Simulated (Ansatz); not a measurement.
# Si/GaP/NiSi2: a contact from a semiconductor to a metal, part 2 of 2

Wanted: barrier heights, local density of states and T(E) for Si/GaP/NiSi2. The semiconductor is Si diamond(111), undoped, with its far face capped by hydrogen, and the metal is NiSi2 fluorite(111) turned by 180 degrees (type B), with GaP zinc blende(111) between them (whole bilayers). After relaxation the nearest pair at the metal is Si–Ga at 2.45 Å, along the normal. The common net has a side of 3.868 Å, which strains the semiconductor by +0.0 %, the layer between by -0.7 % and the metal by +0.7 %, against typed lattice constants near PBE's. The first steps treat the bulk crystals alone.

Ansatz 0.2.0; PBE DFT, plane waves, PAW files (the session's first sound run).

So far. Step 4 (Relaxation): The largest force component on a free atom ends at 0.011 eV/Å. At one or more of this run's solves the program warned of density in the dipole ramp over its bound, where dipole, forces and levels can be off. Step 5 (The contact's transmission, atomic planes in the …): The semiconductor's channels close between -0.45 and +0.20 eV. In the worse lead the potential repeats within 30 meV, which the program flags as too much for a lead, so the lead is short or a field runs through it.

**6. T(E) from the semiconductor into the metal, atomic planes in the barrier 6, gap between the electrodes 11.94 Å**

System of this step: Si/GaP/NiSi2. The cell holds 53 atoms: 37 Si, 3 P, 3 Ga, 9 Ni and 1 H. Cell: a = 3.868 Å, b = 3.868 Å, c = 96.434 Å, α = 90.0°, β = 90.0°, γ = 120.0°. Regions: left electrode, 20 atoms (20 Si); barrier, 6 atoms (3 P and 3 Ga); right electrode, 26 atoms (17 Si and 9 Ni). Vacuum lies along c.

A thicker layer between them.

input.yaml reads:

```yaml
crystal:
  lattice:
    - [3.868, 0.0, 0.0]
    - [-1.934, 3.3497862618, 0.0]
    - [0.0, 0.0, 96.4335768898]
  atoms:
    - { symbol: Si, position: [0.66666667, 0.33333333, 0.1607323974] }
    - { symbol: Si, position: [0.0, 0.0, 0.168919468] }
    - { symbol: Si, position: [0.0, 0.0, 0.1934806798] }
    - { symbol: Si, position: [0.33333333, 0.66666667, 0.2016677504] }
    - { symbol: Si, position: [0.33333333, 0.66666667, 0.2262289622] }
    - { symbol: Si, position: [0.66666667, 0.33333333, 0.2344160328] }
    - { symbol: Si, position: [0.66666667, 0.33333333, 0.2589772446] }
    - { symbol: Si, position: [0.0, 0.0, 0.2671643152] }
[... 41 atom lines left out ...]
    - { symbol: Si, position: [0.0, 0.0, 0.8303614346] }
    - { symbol: Si, position: [0.33333333, 0.66666667, 0.8466532357] }
    - { symbol: Ni, position: [0.0, 0.0, 0.8548223508] }
    - { symbol: H, position: [0.66666667, 0.33333333, 0.1451776492] }
kpoints:
  mp_grid: { grid: [8, 8, 1] }
scf:
  occupations: { method: fermi_dirac, width: 0.1 }
  max_iter: 150
hamiltonian:
  xc: pbe
efield:
  axis: 3
  dipole_correction: true
output:
  transmission:
    kmesh: [12, 12]
    e_range: [-2.5, 2.5]
    de: 0.05
    leads: [[8, 10], [38, 41]]
  dos: { projected: true, e_range: [-6, 5], de: 0.05 }
  write_potential: true
  write_density: true
  volumetric_format: npy
```

Command:

```bash
ansatz run input.yaml --threads 8 --pin off --max-ram 24576MiB --backend cpu --events-out ev --progress --plain --runs-dir out
```

Wall time 4.7 min (8 threads of Arm Neoverse V2, shared host); peak memory 11 GiB.

This step gave:

```yaml
free_energy: -89724.3077 eV
fermi_energy: 5.278 eV
potential_step_in_the_lower_lead: 31.5 meV
potential_step_in_the_upper_lead: 7.9 meV
work_function_upper_face: 4.057 eV
work_function_lower_face: 4.241 eV
dipole_moment: 0.01315 e·Å
dipole_field: 0.001905 V/Å
```

One spin. The transmission, zone mean by energy, zero at the Fermi level:

energy (eV), transmission, zone mean and a bar:
```
   -2.400      0.556 #######################
   -2.200      0.537 ######################
   -2.000      0.483 ####################
   -1.800      0.301 #############
   -1.600      0.175 #######
   -1.400      0.087 ####
   -1.200      0.076 ###
   -1.000      0.033 #
   -0.800      0.008 
   -0.600      0.002 
   -0.400      0.000 
   -0.200      0.000 
    0.000      0.000 
    0.200      0.000 
    0.400      0.002 
    0.600      0.010 
    0.800      0.016 #
    1.000      0.043 ##
    1.200      0.176 #######
    1.400      0.277 ############
    1.450      0.318 #############
    1.600      0.318 #############
    1.800      0.215 #########
    2.000      0.407 #################
    2.150      0.670 ############################
    2.200      0.596 #########################
    2.400      0.719 ##############################
```

One spin. Open channels, zone mean against energy, zero at the Fermi level:

| energy (eV) | lower lead | upper lead |
| --- | --- | --- |
| -2.50 | 1.72 | 1.67 |
| -2.35 | 1.63 | 1.67 |
| -2.25 | 1.55 | 1.76 |
| -2.10 | 1.51 | 1.80 |
| -1.95 | 1.38 | 1.84 |
| -1.80 | 1.34 | 1.84 |
| -1.70 | 1.22 | 1.92 |
| -1.55 | 0.938 | 1.67 |
| -1.40 | 0.771 | 1.51 |
| -1.30 | 0.604 | 1.40 |
| -1.15 | 0.562 | 1.40 |
| -1.00 | 0.354 | 1.02 |
| -0.90 | 0.312 | 1.02 |
| -0.75 | 0.146 | 0.979 |
| -0.60 | 0.146 | 0.854 |
| -0.45 | 0.0208 | 0.681 |
| -0.35 | 0 | 0.701 |
| -0.20 | 0 | 0.993 |
| -0.05 | 0 | 1.03 |
| 0.00 | 0 | 1.08 |
| 0.05 | 0 | 1.16 |
| 0.20 | 0.0417 | 1.16 |
| 0.35 | 0.125 | 1.41 |
| 0.45 | 0.208 | 1.37 |
| 0.60 | 0.333 | 1.59 |
| 0.75 | 0.5 | 1.76 |
| 0.90 | 0.75 | 1.92 |
| 1.00 | 0.833 | 2.01 |
| 1.15 | 1.03 | 2.01 |
| 1.30 | 1.36 | 1.67 |
| 1.40 | 1.40 | 1.59 |
| 1.55 | 1.74 | 1.07 |
| 1.70 | 1.99 | 0.681 |
| 1.80 | 2.07 | 0.562 |
| 1.95 | 2.15 | 0.993 |
| 2.10 | 2.28 | 2.53 |
| 2.25 | 2.03 | 2.95 |
| 2.35 | 1.83 | 2.92 |
| 2.50 | 1.83 | 2.92 |

Projected DOS an atom over height of the atomic layer and energy from the Fermi level. Layers: H Si Si Si Si Si Si Si Si Si Si Si Si Si Si Si Si Si Si Si Si P Ga P Ga P Ga Si Ni Si Si Ni Si Si Ni Si Si Ni Si Si Ni Si Si Ni Si Si Ni Si Si Ni Si Si Ni; projections on atoms miss part of the total, and the computed bands can run out at the top of the range; a column is the mean of 4 neighbouring layers, the last of those left over.

Ten even steps from '_' (0.00 states/eV) to '@' (6.44 states/eV), each cell a mean:
```
____________________________
____________________________
____________________________
__....______________________
________..__________________
____________________________
__......____________________
____________________________
____________________________
____________________________
__________________________..
__________________________::
__________________________++
______________..__________@@
__..__..______..____..____==
__..........__--....::....::
__..........__--::::==::::__
__________..__............__
______________............__
______________......::....__
____________________________
____________________________
```
Columns: height of the atomic layer (Å) from 16.1 to 82.4 (not evenly spaced); rows upwards: energy from the Fermi level (eV) from -6 to 5.

The semiconductor's channels close between -0.45 and +0.20 eV. In the worse lead the potential repeats within 32 meV, which the program flags as too much for a lead, so the lead is short or a field runs through it.

**7. The contact's transmission, atomic planes in the barrier 8, gap between the electrodes 15.13 Å**

System of this step: Si/GaP/NiSi2. The cell holds 55 atoms: 37 Si, 4 P, 4 Ga, 9 Ni and 1 H. Its edges and angles: a = 3.868 Å, b = 3.868 Å, c = 99.622 Å, α = 90.0°, β = 90.0°, γ = 120.0°. Regions: left electrode, 20 atoms (20 Si); barrier, 8 atoms (4 P and 4 Ga); right electrode, 26 atoms (17 Si and 9 Ni). Vacuum lies along c.

input.yaml reads:

```yaml
crystal:
  lattice:
    - [3.868, 0.0, 0.0]
    - [-1.934, 3.3497862618, 0.0]
    - [0.0, 0.0, 99.622393401]
  atoms:
    - { symbol: Si, position: [0.66666667, 0.33333333, 0.1555875087] }
    - { symbol: Si, position: [0.0, 0.0, 0.1635125191] }
    - { symbol: Si, position: [0.0, 0.0, 0.1872875503] }
    - { symbol: Si, position: [0.33333333, 0.66666667, 0.1952125606] }
    - { symbol: Si, position: [0.33333333, 0.66666667, 0.2189875918] }
    - { symbol: Si, position: [0.66666667, 0.33333333, 0.2269126022] }
    - { symbol: Si, position: [0.66666667, 0.33333333, 0.2506876334] }
    - { symbol: Si, position: [0.0, 0.0, 0.2586126438] }
[... 43 atom lines left out ...]
    - { symbol: Si, position: [0.33333333, 0.66666667, 0.8357914011] }
    - { symbol: Si, position: [0.66666667, 0.33333333, 0.8515617174] }
    - { symbol: Ni, position: [0.33333333, 0.66666667, 0.859469347] }
    - { symbol: H, position: [0.66666667, 0.33333333, 0.140530653] }
kpoints:
  mp_grid: { grid: [8, 8, 1] }
scf:
  occupations: { method: fermi_dirac, width: 0.1 }
  max_iter: 150
hamiltonian:
  xc: pbe
efield:
  axis: 3
  dipole_correction: true
output:
  transmission:
    kmesh: [12, 12]
    e_range: [-2.5, 2.5]
    de: 0.05
    leads: [[8, 10], [40, 43]]
  dos: { projected: true, e_range: [-6, 5], de: 0.05 }
  write_potential: true
  write_density: true
  volumetric_format: npy
```

The job ended after 5.4 min (8 threads; peak memory 11 GiB).

The semiconductor's channels close between -0.45 and +0.20 eV. In the worse lead the potential repeats within 32 meV, which the program flags as too much for a lead, so the lead is short or a field runs through it.

**8. The series together**

Times are for 8 threads of Arm Neoverse V2, shared host. The runs compared:

| no. | gap between the electrodes (Å) | potential step in the lower lead (meV) | time | memory (GiB) |
| --- | --- | --- | --- | --- |
| 1 | 8.75 | 29.6 | 3.8 min | 9.9 |
| 2 | 11.94 | 31.5 | 4.7 min | 11 |
| 3 | 15.13 | 32.2 | 5.4 min | 11 |

The runs together. The transmission, zone mean by energy, zero at the Fermi level:

| energy (eV) | 8.75 | 11.94 | 15.13 |
| --- | --- | --- | --- |
| -2.400 | 0.659 | 0.556 | 0.495 |
| -2.200 | 0.645 | 0.537 | 0.463 |
| -2.000 | 0.498 | 0.483 | 0.375 |
| -1.800 | 0.338 | 0.301 | 0.305 |
| -1.600 | 0.202 | 0.175 | 0.129 |
| -1.400 | 0.127 | 0.0871 | 0.0746 |
| -1.200 | 0.0787 | 0.0756 | 0.0292 |
| -1.000 | 0.0512 | 0.0330 | 0.0102 |
| -0.800 | 0.0146 | 0.00787 | 0.00436 |
| -0.600 | 0.00435 | 0.00177 | 8.2e-4 |
| -0.400 | 0 | 0 | 0 |
| -0.200 | 0 | 0 | 0 |
| 0.000 | 0 | 0 | 0 |
| 0.200 | 1.6e-4 | 1.9e-4 | 1.5e-5 |
| 0.400 | 0.00707 | 0.00246 | 6.4e-4 |
| 0.600 | 0.00795 | 0.0101 | 0.0182 |
| 0.800 | 0.0331 | 0.0157 | 0.0158 |
| 1.000 | 0.100 | 0.0427 | 0.0377 |
| 1.200 | 0.182 | 0.176 | 0.104 |
| 1.400 | 0.351 | 0.277 | 0.307 |
| 1.500 | 0.399 | 0.270 | 0.217 |
| 1.600 | 0.380 | 0.318 | 0.245 |
| 1.800 | 0.288 | 0.215 | 0.190 |
| 2.000 | 0.491 | 0.407 | 0.387 |
| 2.200 | 0.778 | 0.596 | 0.643 |
| 2.350 | 0.782 | 0.714 | 0.775 |
| 2.400 | 0.747 | 0.719 | 0.728 |

**9. The first cell with another functional, cutoff 500 eV**

This step: r2SCAN DFT, plane waves, PAW files; ballistic transmission by layer matching between semi-infinite leads (Ansatz 0.2.0).

System of this step: Si/GaP/NiSi2. The cell holds 51 atoms: 37 Si, 2 P, 2 Ga, 9 Ni and 1 H. Its edges and angles: a = 3.868 Å, b = 3.868 Å, c = 93.245 Å, α = 90.0°, β = 90.0°, γ = 120.0°. Regions: left electrode, 20 atoms (20 Si); barrier, 4 atoms (2 P and 2 Ga); right electrode, 26 atoms (17 Si and 9 Ni). Vacuum lies along c.

r2SCAN opens the gap somewhat, so the first cell is run again with it to see how the barriers share the change.

input.yaml reads:

```yaml
crystal:
  lattice:
    - [3.868, 0.0, 0.0]
    - [-1.934, 3.3497862618, 0.0]
    - [0.0, 0.0, 93.2447603786]
  atoms:
    - { symbol: Si, position: [0.66666667, 0.33333333, 0.1662291794] }
    - { symbol: Si, position: [0.0, 0.0, 0.1746962343] }
    - { symbol: Si, position: [0.0, 0.0, 0.2000973989] }
    - { symbol: Si, position: [0.33333333, 0.66666667, 0.2085644537] }
    - { symbol: Si, position: [0.33333333, 0.66666667, 0.2339656184] }
    - { symbol: Si, position: [0.66666667, 0.33333333, 0.2424326732] }
    - { symbol: Si, position: [0.66666667, 0.33333333, 0.2678338379] }
    - { symbol: Si, position: [0.0, 0.0, 0.2763008927] }
[... 39 atom lines left out ...]
    - { symbol: Si, position: [0.66666667, 0.33333333, 0.8245600764] }
    - { symbol: Si, position: [0.0, 0.0, 0.8414090301] }
    - { symbol: Ni, position: [0.66666667, 0.33333333, 0.8498575154] }
    - { symbol: H, position: [0.66666667, 0.33333333, 0.1501424846] }
kpoints:
  mp_grid: { grid: [8, 8, 1] }
scf:
  occupations: { method: fermi_dirac, width: 0.1 }
  max_iter: 150
hamiltonian:
  xc: r2scan
efield:
  axis: 3
  dipole_correction: true
output:
  transmission:
    kmesh: [12, 12]
    e_range: [-2.5, 2.5]
    de: 0.05
    leads: [[8, 10], [36, 39]]
  dos: { projected: true, e_range: [-6, 5], de: 0.05 }
  write_potential: true
  write_density: true
  volumetric_format: npy
```

Run time: 7 min. Hardware: 8 threads; peak memory 14 GiB.

Numbers from this step:

```yaml
free_energy: -85376.6683 eV
fermi_energy: 5.232 eV
channels_of_the_upper_lead: 0.9514
potential_step_in_the_lower_lead: 30.9 meV
potential_step_in_the_upper_lead: 5 meV
work_function_upper_face: 4.041 eV
work_function_lower_face: 4.202 eV
dipole_moment: 0.01153 e·Å
dipole_field: 0.001726 V/Å
```

One spin. Transmission, zone mean against energy, zero at the Fermi level:

| energy (eV) | transmission, zone mean |
| --- | --- |
| -2.50 | 0.584 |
| -2.35 | 0.604 |
| -2.25 | 0.549 |
| -2.10 | 0.371 |
| -1.95 | 0.283 |
| -1.80 | 0.193 |
| -1.70 | 0.166 |
| -1.55 | 0.119 |
| -1.40 | 0.0796 |
| -1.30 | 0.0465 |
| -1.15 | 0.0371 |
| -1.00 | 0.0146 |
| -0.90 | 0.00775 |
| -0.75 | 0.00244 |
| -0.60 | 0 |
| -0.45 | 0 |
| -0.35 | 0 |
| -0.20 | 0 |
| -0.05 | 0 |
| 0.00 | 0 |
| 0.05 | 0 |
| 0.20 | 1.3e-4 |
| 0.35 | 0.00285 |
| 0.45 | 0.00473 |
| 0.60 | 0.00653 |
| 0.75 | 0.0201 |
| 0.90 | 0.0365 |
| 1.00 | 0.0423 |
| 1.15 | 0.110 |
| 1.30 | 0.245 |
| 1.40 | 0.190 |
| 1.55 | 0.337 |
| 1.70 | 0.387 |
| 1.80 | 0.275 |
| 1.95 | 0.252 |
| 2.10 | 0.531 |
| 2.25 | 0.735 |
| 2.35 | 0.753 |
| 2.50 | 0.813 |

One spin. Open channels, zone mean against energy, zero at the Fermi level:

| energy (eV) | lower lead | upper lead |
| --- | --- | --- |
| -2.50 | 1.59 | 1.80 |
| -2.35 | 1.51 | 1.84 |
| -2.25 | 1.51 | 1.88 |
| -2.10 | 1.30 | 1.84 |
| -1.95 | 1.13 | 1.84 |
| -1.80 | 0.938 | 1.63 |
| -1.70 | 0.854 | 1.67 |
| -1.55 | 0.604 | 1.5 |
| -1.40 | 0.562 | 1.31 |
| -1.30 | 0.396 | 1.35 |
| -1.15 | 0.312 | 1.02 |
| -1.00 | 0.312 | 1.02 |
| -0.90 | 0.146 | 1.02 |
| -0.75 | 0.146 | 0.896 |
| -0.60 | 0 | 0.688 |
| -0.45 | 0 | 0.604 |
| -0.35 | 0 | 0.75 |
| -0.20 | 0 | 0.951 |
| -0.05 | 0 | 0.951 |
| 0.00 | 0 | 0.951 |
| 0.05 | 0 | 0.993 |
| 0.20 | 0.0417 | 1.16 |
| 0.35 | 0.125 | 1.20 |
| 0.45 | 0.208 | 1.37 |
| 0.60 | 0.333 | 1.53 |
| 0.75 | 0.5 | 1.63 |
| 0.90 | 0.667 | 1.80 |
| 1.00 | 0.75 | 1.80 |
| 1.15 | 0.917 | 1.97 |
| 1.30 | 1.15 | 1.97 |
| 1.40 | 1.36 | 1.67 |
| 1.55 | 1.49 | 1.55 |
| 1.70 | 1.90 | 1.07 |
| 1.80 | 1.99 | 0.757 |
| 1.95 | 2.15 | 0.688 |
| 2.10 | 2.28 | 1.83 |
| 2.25 | 2.33 | 2.62 |
| 2.35 | 2.08 | 2.84 |
| 2.50 | 1.78 | 2.93 |

Projected DOS an atom over height of the atomic layer and energy from the Fermi level. Layers: H Si Si Si Si Si Si Si Si Si Si Si Si Si Si Si Si Si Si Si Si P Ga P Ga Si Ni Si Si Ni Si Si Ni Si Si Ni Si Si Ni Si Si Ni Si Si Ni Si Si Ni Si Si Ni; projections on atoms miss part of the total, and the computed bands can run out at the top of the range; a column is the mean of 4 neighbouring layers, the last of those left over.

Values in states/eV, 22 rows by 13 columns, each cell a mean:
```
0.07 0.07 0.07 0.06 0.08 0.08 0.07 0.05 0.05 0.06 0.06 0.06 0.06
0.25 0.24 0.24 0.25 0.28 0.31 0.27 0.23 0.23 0.23 0.24 0.23 0.23
0.40 0.46 0.45 0.42 0.36 0.42 0.38 0.28 0.25 0.29 0.29 0.24 0.28
0.56 0.63 0.64 0.66 0.61 0.51 0.47 0.38 0.33 0.39 0.38 0.31 0.35
0.43 0.50 0.49 0.50 0.54 0.48 0.50 0.42 0.39 0.42 0.43 0.35 0.32
0.47 0.56 0.57 0.55 0.53 0.51 0.39 0.38 0.42 0.47 0.42 0.36 0.42
0.40 0.62 0.61 0.62 0.61 0.55 0.34 0.31 0.24 0.28 0.32 0.33 0.55
0.17 0.31 0.31 0.36 0.47 0.37 0.25 0.38 0.35 0.36 0.36 0.34 0.50
0.07 0.17 0.18 0.20 0.26 0.16 0.16 0.35 0.37 0.41 0.39 0.36 0.35
0.00 0.02 0.04 0.06 0.10 0.07 0.14 0.26 0.31 0.28 0.29 0.32 0.45
0.00 0.00 0.00 0.00 0.00 0.03 0.18 0.20 0.20 0.20 0.19 0.16 0.41
0.03 0.05 0.05 0.03 0.02 0.04 0.31 0.25 0.15 0.16 0.15 0.15 0.57
0.11 0.17 0.18 0.15 0.10 0.11 0.28 0.25 0.24 0.24 0.26 0.27 1.03
0.29 0.43 0.39 0.35 0.25 0.28 0.72 0.42 0.45 0.38 0.38 0.44 2.27
0.46 0.61 0.59 0.59 0.53 0.51 0.75 0.55 0.78 0.62 0.62 0.73 1.53
0.57 0.65 0.67 0.66 0.65 0.63 1.18 0.73 1.00 0.64 0.64 1.19 0.92
0.56 0.73 0.73 0.69 0.66 0.67 1.35 1.55 2.53 1.34 1.35 2.31 0.54
0.51 0.59 0.57 0.61 0.69 0.73 0.80 0.80 1.78 1.01 1.00 1.80 0.54
0.39 0.54 0.54 0.56 0.56 0.53 0.54 0.59 0.92 0.63 0.63 1.04 0.55
0.58 0.43 0.48 0.50 0.43 0.54 0.69 0.94 1.12 0.84 0.85 1.11 0.45
0.10 0.15 0.15 0.19 0.41 0.47 0.43 0.76 1.01 0.85 0.84 0.94 0.30
0.10 0.15 0.14 0.13 0.13 0.15 0.27 0.40 0.46 0.45 0.46 0.44 0.20
```
Columns: height of the atomic layer (Å) from 16.1 to 78.2 (not evenly spaced); rows upwards: energy from the Fermi level (eV) from -6 to 5.

The semiconductor's channels close between -0.65 and +0.20 eV. In the worse lead the potential repeats within 31 meV, which the program flags as too much for a lead, so the lead is short or a field runs through it.

**10. What came out**

| Item | Value |
| --- | --- |
| valence edge of the semiconductor lead against the Fermi level, 4 planes | -0.45 eV |
| conduction edge of the semiconductor lead against the Fermi level, 4 planes | +0.20 eV |
| valence edge of the semiconductor lead against the Fermi level, 6 planes | -0.45 eV |
| conduction edge of the semiconductor lead against the Fermi level, 6 planes | +0.20 eV |
| valence edge of the semiconductor lead against the Fermi level, 8 planes | -0.45 eV |
| conduction edge of the semiconductor lead against the Fermi level, 8 planes | +0.20 eV |
| valence edge of the semiconductor lead against the Fermi level, r2SCAN | -0.65 eV |
| conduction edge of the semiconductor lead against the Fermi level, r2SCAN | +0.20 eV |

**Reading.** The metal's Fermi level lies in the gap of the semiconductor, 0.20 eV under the first conduction channel and 0.45 eV over the last valence one, as read in the lead, away from the contact; bands can bend on the way there. The edges are read from the typed mesh and energy grid, to 0.05 eV at best; the semiconductor's potential still steps by 30 meV a period, so they depend on where the lead is cut. Adding 4 atomic planes to the layer under the metal moves the conduction edge by +0.00 eV, about one grid step or less. r2SCAN moves the edges to -0.65 and +0.20 eV, 0.85 eV apart on the grid against 0.65 eV. The semiconductor is undoped and only a few nanometres thick, with its far face capped by hydrogen. A semilocal functional narrows gaps, and the two barriers add up to the gap, so their sum is too small. No spin-orbit coupling, phonons, disorder or image charges enter; the interfaces are ordered, one cell wide and lattice-matched by strain. Semilocal gaps are too small, which can bring a band edge of the barrier nearer to the Fermi level than it is.

[Logs are printed without paths, hosts, clocks, repeated set-up lines and the standing remarks that a program may print on its own settings, such as how far it seeks lower states.]

[Hosts, paths, dates, database ids (printed as entryN), source tags and the programs' standing remarks are cut or masked in the printed files.]
